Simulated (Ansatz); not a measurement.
Runs of Ansatz 0.2.0 on WS2. The cell holds a slab with vacuum, 6 atoms: a = 3.183 Å, b = 3.183 Å, c = 23.669 Å, α = 90.00°, β = 90.00°, γ = 120.00°. 

```csv
task,level,cell,cutoff (eV),points for each segment of the path,gap on the mesh (eV),relaxed volume (Å³/atom),largest force (eV/Å)
band structure,PBEsol,as given,420,14,(b),-,0.12
relaxation of cell and atoms,PBEsol,relaxed,420,-,1.61,33.67,-
band structure,r2SCAN,as given,500,14,1.76,-,0.01
band structure,LDA,as given,420,14,1.62,-,0.39
relaxation of cell and atoms,r2SCAN,relaxed,500,-,1.78,34.61,-
relaxation of cell and atoms,LDA,relaxed,420,-,1.41,(a),-
```

Alike in all rows: potentials or basis Ansatz PAW; no spin polarisation; k mesh 10 × 10 × 2; smearing fermi-dirac 0.05 eV.

Q: Fill in the values left out.

A: (a) 32.91; (b) 1.65.

Caveats: spin-orbit coupling is left out, which moves the levels of the heavy elements; the PAW data sets come from PBE, with cores solved anew for the run's functional, which leaves a small shift of forces and pressure; the k mesh misses the band edges, so the gap on the mesh is wider than the one along the path (some runs); the plane-wave basis is chosen anew once the cell has moved, so the energies of steps on either side of that aren't comparable (some runs).

A k mesh can miss the band edges, and the runs leave out spin-orbit coupling on W.

Runs at the PBE level aren't shown here.
